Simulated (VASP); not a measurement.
A calculation with VASP 6.6.1 of TePb (native input, structure from a POSCAR):

File INCAR:

```
ALGO = Normal ; EDIFF = 1E-7
ENCUT = 520 ; GGA = PE
ISIF = 2 ; ISMEAR = 0
LASPH = T ; LCHARG = F
LREAL = F ; LWAVE = F
NBANDS = 17 ; NELM = 100
PREC = Accurate ; SIGMA = 0.02
```

File KPOINTS:

```
k-points
0
Gamma
  7 7 7
```

File POSCAR:

```
TePb
1.0
    0.0000000000      3.2310000000      3.2310000000
    3.2310000000      0.0000000000      3.2310000000
    3.2310000000      3.2310000000      0.0000000000
Pb Te
1 1
Cartesian
    0.0000000000      0.0000000000      0.0000000000
    3.2310000000      3.2310000000      3.2310000000
```

Potentials or basis: VASP PAW PBE potentials, release 64 (Pb_d, Te).

Launch:

```console
$ cat potpaw_PBE.64/Pb_d/POTCAR potpaw_PBE.64/Te/POTCAR > POTCAR
$ mpirun -np 1 vasp_std > vasp.out
```

Task: Write the same calculation in another form: ASE script, structure typed inline.

Result: As run:

run.py

```python
from ase import Atoms
from ase.calculators.vasp import Vasp
from ase.dft.bandgap import bandgap

atoms = Atoms(
    ['Pb', 'Te'],
    cell=[[0.0, 3.231, 3.231], [3.231, 0.0, 3.231], [3.231, 3.231, 0.0]],
    scaled_positions=[[0.0, 0.0, 0.0], [0.5, 0.5, 0.5]],
    pbc=True,
)
calc = Vasp(
    directory='calc',
    xc='pbe',
    pp='PBE',
    setups='recommended',
    prec='Accurate',
    encut=520,
    ediff=1e-06,
    ismear=0,
    sigma=0.02,
    lreal=False,
    lasph=True,
    nelm=100,
    algo='Fast',
    isif=2,
    lwave=False,
    lcharg=False,
    kpts=[7, 7, 7],
    gamma=True,
    nbands=17,
)
atoms.calc = calc

print('energy (eV):', atoms.get_potential_energy())
print('free energy (eV):', atoms.get_potential_energy(force_consistent=True))
print('forces (eV/A):')
print(atoms.get_forces())
print('stress (eV/A^3, Voigt):', atoms.get_stress())
print('Fermi level (eV):', calc.get_fermi_level())
gap, top, bottom = bandgap(calc)
print('band gap (eV):', gap, 'from (spin, k, band)', top, 'to', bottom)
```

Potentials or basis: VASP PAW PBE potentials, release 64 (Pb_d, Te).

Command:

```sh
$ python run.py
```

Both were run:

|  | native input, structure from a POSCAR | ASE script, structure typed inline |
| --- | --- | --- |
| Pressure | 2.1 GPa | 2.1 GPa |

Keys that steer only the numerical path or the files written may differ.

Caveat: this odd mesh misses L, where the gap lies, so gap, dielectric constants and Born charges aren't listed.
